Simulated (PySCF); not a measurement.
## Dipole moment and polarisability of `Cl/C=C\Cl`

C₂H₂Cl₂.
Geometry (PBE0-D3(BJ)/def2-SVP, Å), atoms numbered from 1 in this order:
```xyz
6
C2H2Cl2 angstrom
Cl     1.289    0.989   -1.279
C      0.479   -0.267   -0.444
C     -0.483   -0.075    0.461
Cl    -1.068    1.460    0.941
H      0.803   -1.278   -0.701
H     -0.957   -0.926    0.953
```

Level: wB97X-D/def2-SVPD (PySCF), static field, nuclei fixed, core orbitals frozen in the response. The polarisability tensor in these axes (au):

```
x    54.41  -2.22 -15.78
y    -2.22  52.10   1.39
z   -15.78   1.39  52.65
```

Problem. Give the principal values, the mean and the anisotropy Δα = √{½[(α1 − α2)² + (α2 − α3)² + (α1 − α3)²]}.

Solution. Principal values 37.71, 51.75 and 69.71 au; mean 53.06 au = 7.86 Å³ = 8.75 × 10⁻⁴⁰ C²·m²/J; Δα = 27.78 au (52 % of the mean).

Problem. What is the dipole moment, and where does it point?

Solution. (-0.16, -1.93, 0.24) D, 1.95 D in size, pointing from the negative to the positive side. Measured along this direction, the outermost atoms are Cl1 and Cl4 at the negative end and H6 and H5 at the positive end.

Problem. Orientational against electronic polarisability at 273 K (dilute gas, rigid molecules)?

Solution. In Gaussian units μ²/3kT = 33.57 Å³ against 7.86 Å³, a ratio of 4.27; the Debye molar polarisation (4π/3)N_A(α + μ²/3kT) is 104.5 cm³/mol, leaving out the vibrational part.

Problem. Rayleigh depolarisation ratio (linearly polarised light, static tensor)?

Solution. ρ = 3Δα²/(45ᾱ² + 4Δα²) = 2315.6/(126669 + 3087.4) = 0.0178.

Problem. Refractivity n − 1 of an ideal gas of it at 400 K and 1 atm, from the electronic α?

Solution. N = p/kT = 1.8347 × 10¹⁹ cm⁻³, so n − 1 = 2π × N × 7.86 × 10⁻²⁴ cm³ = 906 × 10⁻⁶ at long wavelengths, for an ideal gas.

Isolated species at its PBE0-D3(BJ)/def2-SVP geometry, gas phase.
